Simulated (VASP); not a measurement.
Shape and ions are relaxed at each volume.

Energy against volume of BeO (wurtzite). Computed with SCAN meta-GGA, VASP's PBE PAW potentials (set 64) (plane waves; VASP).

| V (Å³/atom) | E (eV/atom) |
|---|---|
| 6.415 | -8.31654 |
| 6.620 | -8.33186 |
| 6.825 | -8.33693 |
| 7.029 | -8.33323 |
| 7.234 | -8.32182 |

**Question.** Fit a third-order Birch-Murnaghan equation of state.

**Answer.** 
```yaml
volume_per_atom: 6.84 Å³/atom
bulk_modulus: 229 GPa
pressure_derivative_of_the_bulk_modulus: 3.80
```

The compound is BeO in the wurtzite structure. It was relaxed first.
